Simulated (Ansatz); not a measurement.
**All-electron card of ZnS**

```yaml
crystal:
  lattice:
    - [3.81100, 0.00000, 0.00000]
    - [-1.90550, 3.30042, 0.00000]
    - [0.00000, 0.00000, 6.23400]
  atoms:
    - { symbol: Zn, position: [0.33333, 0.66667, 0.00000] }
    - { symbol: Zn, position: [0.66667, 0.33333, 0.50000] }
    - { symbol: S, position: [0.33333, 0.66667, 0.38500] }
    - { symbol: S, position: [0.66667, 0.33333, 0.88500] }
```

Atom numbers follow the list: Zn1, Zn2, S3, S4.

The cell is COD entry 9008878, as deposited and not checked against the literature; nothing was relaxed. It differs from other determinations.

All numbers are computed: DFT, PBEsol, all-electron LAPW, scalar-relativistic (Ansatz 0.2.0); DFT, PBEsol, PAW with Ansatz's default frozen-core files, scalar-relativistic (Ansatz 0.2.0).

For LAPW: a Γ-centred 8×8×5 k mesh, Fermi–Dirac smearing of 0.03 eV, basis error target 1 meV/atom, no spin polarisation. PAW takes a cutoff of 420 eV at this cell (files made with PBE, cores remade for this functional). The Ansatz runs share mesh, smearing and spin set-up. Values come from LAPW unless marked.

| Item | Value |
| --- | --- |
| Pressure at this cell | -1.28 GPa |
| Band gap | 2.11 eV, direct at Γ |
| Stress xx, yy, zz (compression positive) | -0.67, -0.67, -2.50 GPa |
| Largest force | 0.0119 Ry/bohr on S3 |
| Löwdin charges (with 0.44 e of the cell spilling out of the atomic basis, so their sizes and signs hang on that basis) | Zn1 1.27, S3 -1.05 e |
| Bader charges (from the PAW run) | Zn1 +0.86, S3 -0.86 e |
| Volume per atom | 19.60 Å³ |
